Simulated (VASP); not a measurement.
# Lu (P6_3/mmc) in VASP: a series of runs

One crystal, Lu, is run at these levels: PBE; tasks: single point.

Program: VASP 6.6.1. These are calculated values, not measurements. Logs are shortened: lines on timing, memory, paths and dates and some standing lists are left out, and cuts for length are marked.

**1. The crystal as given**

It takes space group P6_3/mmc (No. 194, hexagonal). Conventional cell: a = 3.503 Å, b = 3.503 Å, c = 5.551 Å, α = 90.00°, β = 90.00°, γ = 120.00°. Lu (site symmetry -6m2) is surrounded by 12 Lu at 3.43 to 3.50 Å.

**2. Single point, PBE**

Input file INCAR:

```
SYSTEM = Lu
  PREC = Accurate
  ENCUT = 450
  EDIFF = 1E-6
  ISMEAR = 0
  SIGMA = 0.4
  LREAL = .False.
  LASPH = .True.
  NELM = 100
  ALGO = Normal
  ISIF = 2
  LWAVE = .False.
  LCHARG = .False.
  GGA = PE
  ADDGRID = .False.
```

Input file KPOINTS:

```
regular mesh
0
Gamma
  19 19 10
  0 0 0
```

Input file POSCAR:

```
Lu
1.0
    3.5031000000      0.0000000000      0.0000000000
   -1.7515500000      3.0337735920      0.0000000000
    0.0000000000      0.0000000000      5.5509000000
Lu
2
Direct
    0.6666666667      0.3333333333      0.7500000000
    0.3333333333      0.6666666667      0.2500000000
```

Potentials or basis: VASP PAW PBE potentials, release 64 (Lu_3), 4f in core.

Launch:

```console
$ cat potpaw_PBE.64/Lu_3/POTCAR > POTCAR
$ mpirun -np 1 vasp_std > vasp.out
```

OUTCAR:

```text
SYSTEM = Lu
   PREC = Accurate
   ENCUT = 450
   EDIFF = 1E-6
   ISMEAR = 0
   LREAL = .False.
   LASPH = .True.
   NELM = 100
   ISIF = 2
   GGA = PE

 Found    240 irreducible k-points:

 Following reciprocal coordinates:
            Coordinates               Weight
  0.000000  0.000000  0.000000      1.000000
  0.052632  0.000000  0.000000      6.000000
  0.105263  0.000000  0.000000      6.000000
  0.157895 -0.000000  0.000000      6.000000
  0.210526 -0.000000  0.000000      6.000000
  0.263158 -0.000000  0.000000      6.000000
   k-points           NKPTS =    240   k-points in BZ     NKDIM =    240   number of bands    NBANDS=     13
   number of dos      NEDOS =    301   number of ions     NIONS =      2
   total plane-waves  NPLWV =  23040
   dimension x,y,z NGX =    24 NGY =   24 NGZ =   40
   dimension x,y,z NGXF=    48 NGYF=   48 NGZF=   80
   ions per type =               2
   NGX,Y,Z   is equivalent  to a cutoff of  11.39, 11.39, 11.98 a.u.
   NGXF,Y,Z  is equivalent  to a cutoff of  22.78, 22.78, 23.96 a.u.
 SYSTEM =  Lu
   PREC   = accura    normal or accurate (medium, high low for compatibility)
   ISTART =      0    job   : 0-new  1-cont  2-samecut
   ICHARG =      2    charge: 1-file 2-atom 10-const
   ISPIN  =      1    spin polarized calculation?
   LNONCOLLINEAR =      F non collinear calculations
   LSORBIT =      F    spin-orbit coupling
   LASPH  =      T    aspherical Exc in radial PAW
   ENCUT  =  450.0 eV  33.07 Ry    5.75 a.u.   6.06  6.06  9.60*2*pi/ulx,y,z
   NELM   =    100;   NELMIN=  2; NELMDL= -5     # of ELM steps
   EDIFF  = 0.1E-05   stopping-criterion for ELM
   LREAL  =      F    real-space projection
   EDIFFG = 0.1E-04   stopping-criterion for IOM
   NSW    =      0    number of steps for IOM
   IBRION =     -1    ionic relax: 0-MD 1-quasi-New 2-CG
   NFREE  =      0    steps in history (QN), initial steepest desc. (CG)
   ISIF   =      2    stress and relaxation
   ISYM   =      2    0-nonsym 1-usesym 2-fastsym
   POTIM  = 0.5000    time-step for ionic-motion
   TEBEG  =    0.0;   TEEND  =   0.0 temperature during run
   PSTRESS=    0.0 pullay stress
   NELECT =      18.0000    total number of electrons
   NUPDOWN=      -1.0000    fix difference up-down
   EMIN   =  10.00;   EMAX   =-10.00  energy-range for DOS
   EFERMI =   0.00;   METHOD = LEGACY
   ISMEAR =     0;   SIGMA  =   0.40  broadening in eV -4-tet -1-fermi 0-gaus
   EFERMI_NEDOS =   21; number of points for ismear=-14 and -15
   IALGO  =     38    algorithm
   IMIX   =      4    mixing-type and parameters
     AMIX     =   0.40;   BMIX     =  1.00
     AMIX_MAG =   1.60;   BMIX_MAG =  1.00
  volume/ion in A,a.u.               =      29.50       199.05
  Fermi-wavevector in a.u.,A,eV,Ry     =   1.102130  2.082723 16.526853  1.214689
  Thomas-Fermi vector in A             =   2.238568
   LORBIT       =      0    0 simple, 1 ext, 2 COOP (PROOUT), +10 PAW based schemes
   GGA     = PE    functional components
   LHFCALC =     F    Hartree Fock is set to
   AEXX    =    0.0000 exact exchange contribution
   IVDW    =     0    specifies the selected vdW correction
   LEPSILON=     F    determine dielectric tensor
   LRPA    =     F    only Hartree local field effects (RPA)
 non-spin polarized calculation
 Gauss-broadening in eV      SIGMA  =   0.40
  energy-cutoff  :      450.00
  volume of cell :       58.99
 maximum number of plane-waves:      1300
   NGX = 13   NGY = 13   NGZ = 19

 number of electron      18.0000001 magnetization

 Free energy of the ion-electron system (eV)
  ---------------------------------------------------
  ext. energy  EPLUGINS =         0.00000000
  ---------------------------------------------------
  free energy    TOTEN  =        -9.04104327 eV

  energy without entropy =       -8.78856634  energy(sigma->0) =       -8.91480480

 E-fermi :   2.7758     XC(G=0):  -9.9081

 val. band max:        2.7743437453   @ k =   0.4737   0.0526   0.4000
 cond. band min:       2.7766408062   @ k =   0.2632   0.2105   0.4000
 fundamental gap:      0.0022970609
 Fermi energy:         2.7758018177

 k-point     1 :       0.0000    0.0000    0.0000
  band No.  band energies     occupation
      1     -24.2735      2.00000
      2     -23.8550      2.00000
      3     -23.8550      2.00000
      4     -23.7789      2.00000
      5     -23.7789      2.00000
      6     -23.7626      2.00000
      7      -3.2480      2.00000
      8       0.3440      2.00000
      9       3.3235      0.05282
     10       4.9962      0.00000
     11       4.9965      0.00000
     12       5.2730      0.00000
     13       5.7023      0.00000

 k-point     2 :       0.0526    0.0000    0.0000
  band No.  band energies     occupation
      1     -24.2692      2.00000
      2     -23.8639      2.00000
      3     -23.8580      2.00000
      4     -23.7884      2.00000
      5     -23.7802      2.00000
      6     -23.7645      2.00000
      7      -3.1816      2.00000
      8       0.4126      2.00000
      9       3.2771      0.07633
     10       4.7712      0.00000
     11       5.0588      0.00000
     12       5.4469      0.00000
     13       5.6105      0.00000
[... 33 lines left out ...]
 k-point     5 :       0.2105   -0.0000    0.0000
  band No.  band energies     occupation
      1     -24.2096      2.00000
      2     -23.9802      2.00000
      3     -23.9075      2.00000
      4     -23.8956      2.00000
      5     -23.7978      2.00000
      6     -23.7938      2.00000
      7      -2.2428      2.00000
      8       1.3011      2.00000
      9       2.7354      1.11371
     10       3.5688      0.00505
     11       4.6686      0.00000
     12       5.2519      0.00000
     13       5.5213      0.00000

 k-point     6 :       0.2632   -0.0000    0.0000
  band No.  band energies     occupation
      1     -24.1780      2.00000
      2     -24.0350      2.00000
      3     -23.9610      2.00000
      4     -23.9125      2.00000
      5     -23.8111      2.00000
      6     -23.8067      2.00000
      7      -1.7318      2.00000
      8       1.6555      1.99993
      9       2.5093      1.65387
     10       3.2188      0.11728
     11       4.4336      0.00000
     12       4.9526      0.00000
     13       5.2749      0.00000

 [... further k-points ...]

------------------------ aborting loop because EDIFF is reached ----------------------------------------

  FORCE on cell =-STRESS in cart. coord.  units (eV):
  Direction    XX          YY          ZZ          XY          YZ          ZX
  --------------------------------------------------------------------------------------
  -------------------------------------------------------------------------------------
  Total        0.1614424      0.1614424     -0.0529797      0.0000000     -0.0000000      0.0000000
  in kB        4.3845911      4.3845911     -1.4388693      0.0000000     -0.0000000      0.0000000
  external PRESSURE =       2.4434376 kB  Pullay stress =       0.0000000 kB

 VOLUME and BASIS-vectors are now :
 -----------------------------------------------------------------------------
  energy-cutoff  :      450.00
  volume of cell :       58.99
      direct lattice vectors                 reciprocal lattice vectors
     3.503100000  0.000000000  0.000000000     0.285461448  0.164811244  0.000000000
    -1.751550000  3.033773592  0.000000000     0.000000000  0.329622488  0.000000000
     0.000000000  0.000000000  5.550900000     0.000000000  0.000000000  0.180150967

 POSITION                                       TOTAL-FORCE (eV/Angst)
 -----------------------------------------------------------------------------------
      1.75155      1.01126      4.16318         0.000000      0.000000      0.000000
     -0.00000      2.02252      1.38773        -0.000000      0.000000      0.000000
 -----------------------------------------------------------------------------------
    total drift:                               -0.000000      0.000000     -0.000000

  FREE ENERGIE OF THE ION-ELECTRON SYSTEM (eV)
  ---------------------------------------------------
  free  energy   TOTEN  =        -9.0410432673 eV

  energy  without entropy=       -8.7885663406  energy(sigma->0) =       -8.91480480
```

OSZICAR:

```text
N       E                     dE             d eps       ncg     rms          rms(c)
DAV:   1     0.409454640205E+02    0.40945E+02   -0.82589E+03 11339   0.139E+03
DAV:   2    -0.678960395705E+01   -0.47735E+02   -0.46422E+02 10757   0.678E+02
DAV:   3    -0.894412521621E+01   -0.21545E+01   -0.20513E+01 10980   0.599E+01
DAV:   4    -0.904307791755E+01   -0.98953E-01   -0.94118E-01 11520   0.995E+00
DAV:   5    -0.904716664569E+01   -0.40887E-02   -0.38973E-02 10609   0.180E+00    0.254E+01
DAV:   6    -0.903454687976E+01    0.12620E-01   -0.35704E-02 10424   0.423E+00    0.151E+01
DAV:   7    -0.904116416985E+01   -0.66173E-02   -0.65927E-02 10079   0.567E+00    0.365E-01
DAV:   8    -0.904103722395E+01    0.12695E-03   -0.45127E-03 10291   0.961E-01    0.996E-02
DAV:   9    -0.904104730120E+01   -0.10077E-04   -0.21864E-04 10862   0.237E-01    0.292E-02
DAV:  10    -0.904104285014E+01    0.44511E-05   -0.22119E-05 10673   0.743E-02    0.327E-02
DAV:  11    -0.904104326728E+01   -0.41713E-06   -0.72090E-07  6110   0.183E-02
   1 F= -.90410433E+01 E0= -.89148048E+01  d E =-.252477E+00
```

Wall time 37 s (1 thread of Intel Xeon 6975P-C (Granite Rapids), shared host); peak memory 0.27 GiB.

These settings aren't checked as converged: the numbers below hold their error.

Results:

- Free energy: -9.0410 eV
- Pressure: 0.2 GPa
- Band gap on the k mesh: none (metal or under the smearing width)

**3. Single point, PBE**

INCAR is that of step 2.

KPOINTS is that of step 2.

Input file POSCAR:

```
Lu
1.0
    3.5031000000      0.0000000000      0.0000000000
   -1.7515500000      3.0337735920      0.0000000000
    0.0000000000      0.0000000000      5.5509000000
Lu
2
Direct
    0.6483880000      0.2977880000      0.7516770000
    0.3414390000      0.6668870000      0.2457360000
```

Potentials or basis: VASP PAW PBE potentials, release 64 (Lu_3), 4f in core.

Launch:

```console
$ cat potpaw_PBE.64/Lu_3/POTCAR > POTCAR
$ mpirun -np 1 vasp_std > vasp.out
```

Wall time 4.4 min (1 thread of Intel Xeon 6975P-C (Granite Rapids), shared host); peak memory 1 GiB.

The run converged, but some of its settings lie outside the range that counts as converged, so its numbers aren't taken as properties of the crystal.

What came out:

| Property | Result |
| --- | --- |
| Free energy | -9.0292 eV |
| Pressure | 0.3 GPa |
| Largest force | 0.219 eV/Å |
| Band gap on the k mesh | none (metal or under the smearing width) |

**4. Single point, PBE**

Edit INCAR of step 3 so:

```diff
@@ -5,3 +5,3 @@
   ISMEAR = 0
-  SIGMA = 0.4
+  SIGMA = 0.2
   LREAL = .False.
```

KPOINTS is that of step 3.

Input file POSCAR:

```
Lu
1.0
    3.5031000000      0.0000000000      0.0000000000
   -1.7515500000      3.0337735920      0.0000000000
    0.0000000000      0.0000000000      5.5509000000
Lu
2
Direct
    0.6666666667      0.3333333333      0.7500000000
    0.3333333333      0.6666666667      0.2500000000
```

Launch:

```console
$ cat potpaw_PBE.64/Lu_3/POTCAR > POTCAR
$ mpirun -np 1 vasp_std > vasp.out
```

Wall time 38 s (1 thread of Intel Xeon 6975P-C (Granite Rapids), shared host); peak memory 0.26 GiB.

These settings aren't checked as converged: the numbers below hold their error.

Results:

- Free energy: -8.9406 eV
- Pressure: 0.0 GPa
- Band gap on the k mesh: none (metal or under the smearing width)
